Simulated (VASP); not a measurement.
# Hf (P6_3/mmc) in VASP: further runs

The runs below take Hf through relaxation of shape and atoms at fixed volume, relaxation of cell and atoms, with PBEsol, PBE.

Program: VASP 6.6.1. These are calculated values, not measurements. Logs are shortened: lines on timing, memory, paths and dates and some standing lists are left out, and cuts for length are marked.

## 1. The structure

It takes space group P6_3/mmc (No. 194, hexagonal). The conventional cell has a = 3.197 Å, b = 3.197 Å, c = 5.058 Å, α = 90.00°, β = 90.00°, γ = 120.00°. Hf (site symmetry -6m2) has 12 Hf at 3.13 to 3.20 Å as nearest neighbours.

## 2. Relaxation of shape and atoms at fixed volume, PBEsol (a relaxed cell with its volume scaled by 1.02)

File INCAR:

```
PREC = Accurate ; ENCUT = 600
EDIFF = 1E-7 ; ISMEAR = 1
SIGMA = 0.1 ; LREAL = F
LASPH = T ; NELM = 80
ALGO = Normal ; ISIF = 4
LWAVE = F ; LCHARG = F
GGA = PS ; IBRION = 2
NSW = 40 ; EDIFFG = -0.01
```

File KPOINTS:

```
Automatic mesh
0
Gamma
  15 15 7
```

File POSCAR:

```
Hf                                      
1.0
    3.1768927709     -0.0000000000     -0.0000000000
   -1.5884463854      2.7512698447     -0.0000000000
   -0.0000000000      0.0000000000      5.0231503211
  Hf            
     2
Direct
     0.3333333332999970    0.6666666667000030    0.2500000000000000
     0.6666666667000030    0.3333333332999970    0.7500000000000000
```

Potentials or basis: VASP PAW PBE potentials, release 64 (Hf_pv).

Launch:

```sh
$ cat potpaw_PBE.64/Hf_pv/POTCAR > POTCAR
$ mpirun -np 1 vasp_std > vasp.out
```

OUTCAR:

```text
PREC = Accurate
   ENCUT = 600
   EDIFF = 1E-7
   ISMEAR = 1
   LREAL = F
   LASPH = T
   NELM = 80
   ISIF = 4
   GGA = PS
   IBRION = 2
   NSW = 40
   EDIFFG = -0.01

 ion  position               nearest neighbor table
   1  0.333  0.667  0.250-   2 3.11   2 3.11   2 3.11   2 3.11   2 3.11   2 3.11
   2  0.667  0.333  0.750-   1 3.11   1 3.11   1 3.11   1 3.11   1 3.11   1 3.11

  LATTYP: Found a hexagonal cell.
 ALAT       =     3.1768927709
 C/A-ratio  =     1.5811519882

  Lattice vectors:

 A1 = (   3.1768927709,   0.0000000000,   0.0000000000)
 A2 = (  -1.5884463854,   2.7512698447,   0.0000000000)
 A3 = (   0.0000000000,   0.0000000000,   5.0231503211)

Analysis of symmetry for initial positions (statically):
=====================================================================
 Subroutine PRICEL returns:
 Original cell was already a primitive cell.

 Routine SETGRP: Setting up the symmetry group for a
 hexagonal supercell.

 Subroutine GETGRP returns: Found 24 space group operations
 (whereof 12 operations were pure point group operations)
 out of a pool of 24 trial point group operations.

The static configuration has the point symmetry D_3d.
 The point group associated with its full space group is D_6h.

Analysis of symmetry for dynamics (positions and initial velocities):
=====================================================================
 Subroutine PRICEL returns:
 Original cell was already a primitive cell.

 Routine SETGRP: Setting up the symmetry group for a
 hexagonal supercell.

 Subroutine GETGRP returns: Found 24 space group operations
 (whereof 12 operations were pure point group operations)
 out of a pool of 24 trial point group operations.

The dynamic configuration has the point symmetry D_3d.
 The point group associated with its full space group is D_6h.

 Subroutine INISYM returns: Found 24 space group operations
 (whereof 12 operations are pure point group operations),
 and found     1 'primitive' translations

----------------------------------------------------------------------------------------

                                     Primitive cell

  volume of cell :      43.9048

  direct lattice vectors                    reciprocal lattice vectors
     3.176892771  0.000000000  0.000000000     0.314772979  0.181734264  0.000000000
    -1.588446385  2.751269845  0.000000000     0.000000000  0.363468528  0.000000000
     0.000000000  0.000000000  5.023150321     0.000000000  0.000000000  0.199078255

  length of vectors
     3.176892771  3.176892771  5.023150321     0.363468528  0.363468528  0.199078255

  position of ions in fractional coordinates (direct lattice)
     0.333333333  0.666666667  0.250000000
     0.666666667  0.333333333  0.750000000

  ion indices of the primitive-cell ions
   primitive index   ion index
                 1           1
                 2           2

----------------------------------------------------------------------------------------

 KPOINTS: Automatic mesh

Automatic generation of k-mesh.
 Grid dimensions read from file:
 generate k-points for:   15   15    7

 Generating k-lattice:

  Cartesian coordinates                     Fractional coordinates (reciprocal lattice)
     0.020984865  0.012115618  0.000000000     0.066666667  0.000000000  0.000000000
     0.000000000  0.024231235  0.000000000     0.000000000  0.066666667  0.000000000
     0.000000000  0.000000000  0.028439751     0.000000000  0.000000000  0.142857143

  Length of vectors
     0.024231235  0.024231235  0.028439751

  Shift w.r.t. Gamma in fractional coordinates (k-lattice)
     0.000000000  0.000000000  0.000000000

 Subroutine IBZKPT returns following result:
 ===========================================

 Found    108 irreducible k-points:

 Following reciprocal coordinates:
            Coordinates               Weight
  0.000000  0.000000  0.000000      1.000000
  0.066667  0.000000  0.000000      6.000000
  0.133333 -0.000000  0.000000      6.000000
  0.200000  0.000000  0.000000      6.000000
  0.266667 -0.000000  0.000000      6.000000
  0.333333  0.000000  0.000000      6.000000
[... 16 lines left out ...]
  0.333333  0.200000  0.000000     12.000000
  0.400000  0.200000  0.000000      6.000000
 [... further k-points ...]
   k-points           NKPTS =    108   k-points in BZ     NKDIM =    108   number of bands    NBANDS=     14
   number of dos      NEDOS =    301   number of ions     NIONS =      2
   total plane-waves  NPLWV =  31360
   dimension x,y,z NGX =    28 NGY =   28 NGZ =   40
   dimension x,y,z NGXF=    56 NGYF=   56 NGZF=   80
   ions per type =               2
   NGX,Y,Z   is equivalent  to a cutoff of  14.65, 14.65, 13.24 a.u.
   NGXF,Y,Z  is equivalent  to a cutoff of  29.30, 29.30, 26.48 a.u.
 SYSTEM =  unknown system
   PREC   = accura    normal or accurate (medium, high low for compatibility)
   ISTART =      0    job   : 0-new  1-cont  2-samecut
   ICHARG =      2    charge: 1-file 2-atom 10-const
   ISPIN  =      1    spin polarized calculation?
   LNONCOLLINEAR =      F non collinear calculations
   LSORBIT =      F    spin-orbit coupling
   LASPH  =      T    aspherical Exc in radial PAW
   ENCUT  =  600.0 eV  44.10 Ry    6.64 a.u.   6.35  6.35 10.03*2*pi/ulx,y,z
   NELM   =     80;   NELMIN=  2; NELMDL= -5     # of ELM steps
   EDIFF  = 0.1E-06   stopping-criterion for ELM
   LREAL  =      F    real-space projection
   EDIFFG = -.1E-01   stopping-criterion for IOM
   NSW    =     40    number of steps for IOM
   IBRION =      2    ionic relax: 0-MD 1-quasi-New 2-CG
   NFREE  =      1    steps in history (QN), initial steepest desc. (CG)
   ISIF   =      4    stress and relaxation
   ISYM   =      2    0-nonsym 1-usesym 2-fastsym
   POTIM  = 0.5000    time-step for ionic-motion
   TEBEG  =    0.0;   TEEND  =   0.0 temperature during run
   PSTRESS=    0.0 pullay stress
   NELECT =      20.0000    total number of electrons
   NUPDOWN=      -1.0000    fix difference up-down
   EMIN   =  10.00;   EMAX   =-10.00  energy-range for DOS
   EFERMI =   0.00;   METHOD = LEGACY
   ISMEAR =     1;   SIGMA  =   0.10  broadening in eV -4-tet -1-fermi 0-gaus
   EFERMI_NEDOS =   21; number of points for ismear=-14 and -15
   IALGO  =     38    algorithm
   IMIX   =      4    mixing-type and parameters
     AMIX     =   0.40;   BMIX     =  1.00
     AMIX_MAG =   1.60;   BMIX_MAG =  1.00
  volume/ion in A,a.u.               =      21.95       148.14
  Fermi-wavevector in a.u.,A,eV,Ry     =   1.259643  2.380380 21.588375  1.586701
  Thomas-Fermi vector in A             =   2.393193
   LORBIT       =      0    0 simple, 1 ext, 2 COOP (PROOUT), +10 PAW based schemes
   GGA     = PS    functional components
   LHFCALC =     F    Hartree Fock is set to
   AEXX    =    0.0000 exact exchange contribution
   IVDW    =     0    specifies the selected vdW correction
   LEPSILON=     F    determine dielectric tensor
   LRPA    =     F    only Hartree local field effects (RPA)
 conjugate gradient relaxation of ions
 non-spin polarized calculation
 Methfessel and Paxton  Order N= 1 SIGMA  =   0.10
  energy-cutoff  :      600.00
  volume of cell :       43.90
 maximum number of plane-waves:      1482
 NGX is ok and might be reduce to    28
   NGX = 13   NGY = 13   NGZ = 21

 number of electron      19.9999999 magnetization

 Free energy of the ion-electron system (eV)
  ---------------------------------------------------
  ext. energy  EPLUGINS =         0.00000000
  ---------------------------------------------------
  free energy    TOTEN  =       -21.00071267 eV

  energy without entropy =      -21.00121019  energy(sigma->0) =      -21.00087851

 E-fermi :   4.9059     XC(G=0): -11.4776

 val. band max:        4.8996377333   @ k =   0.3333   0.3333   0.2857
 cond. band min:       4.9090684589   @ k =   0.2667   0.2667   0.4286
 fundamental gap:      0.0094307255
 Fermi energy:         4.9058853940

 k-point     1 :       0.0000    0.0000    0.0000
  band No.  band energies     occupation
      1     -26.1289      2.00000
      2     -25.3292      2.00000
      3     -25.3292      2.00000
      4     -25.1971      2.00000
      5     -25.1920      2.00000
      6     -25.1920      2.00000
      7      -2.5621      2.00000
      8       1.1172      2.00000
      9       5.6319     -0.00000
     10       6.0614     -0.00000
     11       6.0614     -0.00000
     12       6.3518     -0.00000
     13       6.9043     -0.00000
     14       6.9043     -0.00000

 k-point     2 :       0.0667    0.0000    0.0000
  band No.  band energies     occupation
      1     -26.1165      2.00000
      2     -25.3557      2.00000
      3     -25.3381      2.00000
      4     -25.2200      2.00000
      5     -25.2028      2.00000
      6     -25.1954      2.00000
      7      -2.4239      2.00000
      8       1.2540      2.00000
      9       5.4396     -0.00000
     10       5.6853     -0.00000
     11       6.1914     -0.00000
     12       6.6378     -0.00000
     13       6.7615     -0.00000
     14       7.0277      0.00000

 k-point     3 :       0.1333   -0.0000    0.0000
  band No.  band energies     occupation
      1     -26.0805      2.00000
      2     -25.4307      2.00000
      3     -25.3628      2.00000
      4     -25.2980      2.00000
      5     -25.2200      2.00000
      6     -25.2058      2.00000
      7      -2.0226      2.00000
      8       1.6368      2.00000
      9       4.9418      0.43337
     10       5.1238     -0.00859
     11       6.3505     -0.00000
     12       6.5768     -0.00000
     13       6.9954      0.00000
     14       7.0799      0.00000
[... 324 lines left out ...]
 k-point    23 :       0.3333    0.2000    0.0000
  band No.  band energies     occupation
      1     -25.8589      2.00000
      2     -25.7307      2.00000
      3     -25.7061      2.00000
      4     -25.5958      2.00000
      5     -25.4569      2.00000
      6     -25.4156      2.00000
      7       2.0166      2.00000
      8       2.7366      2.00000
      9       2.9676      2.00000
     10       3.6760      2.00000
     11       5.2186     -0.00009
     12       5.7117     -0.00000
     13       6.5433     -0.00000
     14       9.5838      0.00000

 k-point    24 :       0.4000    0.2000    0.0000
  band No.  band energies     occupation
      1     -25.8779      2.00000
      2     -25.7236      2.00000
      3     -25.6724      2.00000
      4     -25.6249      2.00000
      5     -25.4851      2.00000
      6     -25.4254      2.00000
      7       2.2941      2.00000
      8       2.6714      2.00000
      9       2.8851      2.00000
     10       3.6839      2.00000
     11       5.2705     -0.00000
     12       5.5494     -0.00000
     13       6.7748     -0.00000
     14      10.0586      0.00000

 [... further k-points ...]

------------------------ aborting loop because EDIFF is reached ----------------------------------------

  FORCE on cell =-STRESS in cart. coord.  units (eV):
  Direction    XX          YY          ZZ          XY          YZ          ZX
  --------------------------------------------------------------------------------------
  -------------------------------------------------------------------------------------
  Total       -0.5968030     -0.5968030     -0.6196936     -0.0000000     -0.0000000      0.0000000
  in kB      -21.7785847    -21.7785847    -22.6139125     -0.0000000     -0.0000000      0.0000000
  external PRESSURE =     -22.0570273 kB  Pullay stress =       0.0000000 kB

 VOLUME and BASIS-vectors are now :
 -----------------------------------------------------------------------------
  energy-cutoff  :      600.00
  volume of cell :       43.90
      direct lattice vectors                 reciprocal lattice vectors
     3.176892771  0.000000000  0.000000000     0.314772979  0.181734264  0.000000000
    -1.588446385  2.751269845  0.000000000     0.000000000  0.363468528  0.000000000
     0.000000000  0.000000000  5.023150321     0.000000000  0.000000000  0.199078255

 POSITION                                       TOTAL-FORCE (eV/Angst)
 -----------------------------------------------------------------------------------
     -0.00000      1.83418      1.25579         0.000000     -0.000000      0.000000
      1.58845      0.91709      3.76736        -0.000000      0.000000      0.000000
 -----------------------------------------------------------------------------------
    total drift:                                0.000000     -0.000000      0.000000

  FREE ENERGIE OF THE ION-ELECTRON SYSTEM (eV)
  ---------------------------------------------------
  free  energy   TOTEN  =       -21.0007126741 eV

  energy  without entropy=      -21.0012101906  energy(sigma->0) =      -21.00087851

 reached required accuracy - stopping structural energy minimisation
```

It took 40 s on 1 thread of Intel Xeon Platinum 8488C (Sapphire Rapids), shared host; peak memory 0.22 GiB.

Results:

```yaml
Free_energy: -21.0007 eV
Pressure_after_relaxing: -2.2 GPa
Band_gap_on_the_k_mesh: none (metal or under the smearing width)
```

Final structure:
```
Hf
1.0
     3.17689    0.00000    0.00000
    -1.58845    2.75127    0.00000
     0.00000    0.00000    5.02315
Hf
2
Direct
  0.33333 0.66667 0.25000
  0.66667 0.33333 0.75000
```

Caveat: the relaxation stopped at its first step, so nothing moved; the PAW data sets were made with another functional, which shifts forces and pressure a little. The run has no spin-orbit coupling, so splittings on Hf are missing.

## 3. Relaxation of shape and atoms at fixed volume, PBEsol (a relaxed cell with its volume scaled by 1.04)

INCAR is that of step 2.

KPOINTS is that of step 2.

File POSCAR:

```
Hf                                      
1.0
    3.1975225228     -0.0000000000     -0.0000000000
   -1.5987612614      2.7691357339     -0.0000000000
   -0.0000000000      0.0000000000      5.0557690943
  Hf            
     2
Direct
     0.3333333332999970    0.6666666667000030    0.2500000000000000
     0.6666666667000030    0.3333333332999970    0.7500000000000000
```

Potentials or basis: VASP PAW PBE potentials, release 64 (Hf_pv).

Launch:

```sh
$ cat potpaw_PBE.64/Hf_pv/POTCAR > POTCAR
$ mpirun -np 1 vasp_std > vasp.out
```

It took 61 s on 1 thread of Intel Xeon Platinum 8488C (Sapphire Rapids), shared host; peak memory 0.22 GiB.

Results (log left out):

```yaml
Free_energy: -20.9835 eV
Energy_gained_by_relaxing: 0.0 meV/atom
Ionic_steps: 2
Pressure_after_relaxing: -4.2 GPa
Band_gap_on_the_k_mesh: none (metal or under the smearing width)
```

Final structure:
```
CELL_PARAMETERS angstrom
3.19888 0.00000 0.00000
-1.59944 2.77031 0.00000
0.00000 0.00000 5.05147
ATOMIC_POSITIONS crystal
Hf 0.33333 0.66667 0.25000
Hf 0.66667 0.33333 0.75000
```

Levels at points of the mesh, in eV from the Fermi level:
```tsv
k point	band 7	band 8	band 9	band 10	band 11	band 12	band 13	band 14
(0.00, 0.00, 0.00)	-7.40	-3.72	0.67	1.15	1.15	1.45	1.97	1.97
```

Caveat: the PAW data sets were made with another functional, which shifts forces and pressure a little.

## 4. Relaxation of shape and atoms at fixed volume, PBEsol (a relaxed cell with its volume scaled by 1.06)

INCAR is that of step 3.

KPOINTS is that of step 3.

File POSCAR:

```
Hf                                      
1.0
    3.2178894574     -0.0000000000     -0.0000000000
   -1.6089447287      2.7867740167     -0.0000000000
   -0.0000000000      0.0000000000      5.0879723134
  Hf            
     2
Direct
     0.3333333332999970    0.6666666667000030    0.2500000000000000
     0.6666666667000030    0.3333333332999970    0.7500000000000000
```

Launch:

```sh
$ cat potpaw_PBE.64/Hf_pv/POTCAR > POTCAR
$ mpirun -np 1 vasp_std > vasp.out
```

It took 63 s on 1 thread of Intel Xeon Platinum 8488C (Sapphire Rapids), shared host; peak memory 0.23 GiB.

The run converged. Its results:

```
Free energy               : -20.9560 eV
Energy gained by relaxing : 0.0 meV/atom
Ionic steps               : 2
Pressure after relaxing   : -6.1 GPa
Band gap on the k mesh    : none (metal or under the smearing width)
```

Final structure:
```xyz
2
Lattice="3.2200 0.0000 0.0000 -1.6100 2.7886 0.0000 0.0000 0.0000 5.0812" Properties=species:S:1:pos:R:3 pbc="T T T"
Hf    0.0000    1.8591    1.2703
Hf    1.6100    0.9295    3.8109
```

Levels at points of the mesh, in eV from the Fermi level:
| k point | band 7 | band 8 | band 9 | band 10 | band 11 | band 12 | band 13 | band 14 |
| --- | --- | --- | --- | --- | --- | --- | --- | --- |
| (0.00, 0.00, 0.00) | -7.33 | -3.66 | 0.61 | 1.14 | 1.14 | 1.44 | 1.95 | 1.95 |

Caveat: the PAW data sets were made with another functional, which shifts forces and pressure a little. Spin-orbit coupling is left out, which matters for the levels of Hf.

## 5. Relaxation of cell and atoms, PBE

File INCAR:

```
SYSTEM = Hf
PREC = Accurate
ENCUT = 600
EDIFF = 1E-6
ISMEAR = 1
SIGMA = 0.1
LREAL = .FALSE.
LASPH = .TRUE.
NELM = 80
ALGO = Normal
ISIF = 3
LWAVE = .FALSE.
LCHARG = .FALSE.
GGA = PE
IBRION = 2
NSW = 90
EDIFFG = -0.01
KPAR = 2
```

File KPOINTS:

```
Automatic mesh
0
G
  15 15 7
  0 0 0
```

File POSCAR:

```
Hf
1.0
    3.1967000000      0.0000000000      0.0000000000
   -1.5983500000      2.7684234083      0.0000000000
    0.0000000000      0.0000000000      5.0578000000
Hf
2
Direct
    0.3333333333      0.6666666667      0.2500000000
    0.6666666667      0.3333333333      0.7500000000
```

Launch:

```sh
$ cat potpaw_PBE.64/Hf_pv/POTCAR > POTCAR
$ mpirun -np 2 vasp_std > vasp.out
```

It took 54 s on 2 MPI ranks of Intel Xeon Platinum 8559C (Emerald Rapids), shared host; peak memory 0.22 GiB.

The run converged. Its results:

| Quantity | Value |
| --- | --- |
| Free energy | -19.8494 eV |
| Relaxed volume | 22.43 Å³/atom |
| Relaxed cell | a = 3.201 Å, b = 3.201 Å, c = 5.057 Å, α = 90.00°, β = 90.00°, γ = 120.00° |
| Space group after relaxing (to 0.05 Å) | P6_3/mmc (No. 194) |
| Energy gained by relaxing | 0.1 meV/atom |
| Ionic steps | 4 |
| Pressure after relaxing | 0.0 GPa |
| Band gap on the k mesh | none (metal or under the smearing width) |

Step by step:
```
step  energy change (eV)  largest force (eV/Å)  pressure (GPa)  volume (Å³)
   1              0.0000                0.0000            0.25        44.76
   2              0.0000                0.0000           -0.29        44.99
   3             -0.0001                0.0000           -0.02        44.87
   4             -0.0001                0.0000            0.00        44.87
```

Final structure:
```
Hf
1.0
     3.20072    0.00000    0.00000
    -1.60036    2.77191    0.00000
     0.00000    0.00000    5.05703
Hf
2
Direct
  0.33333 0.66667 0.25000
  0.66667 0.33333 0.75000
```

Levels at points of the mesh, in eV from the Fermi level:
```csv
k point,band 6,band 7,band 8,band 9,band 10,band 11,band 12,band 13,band 14
"(0.00, 0.00, 0.00)",-30.23,-7.39,-3.71,0.63,1.16,1.16,1.45,1.99,1.99
```

Spin-orbit coupling is left out, which matters for the levels of Hf.

[end of part 1 of 2]
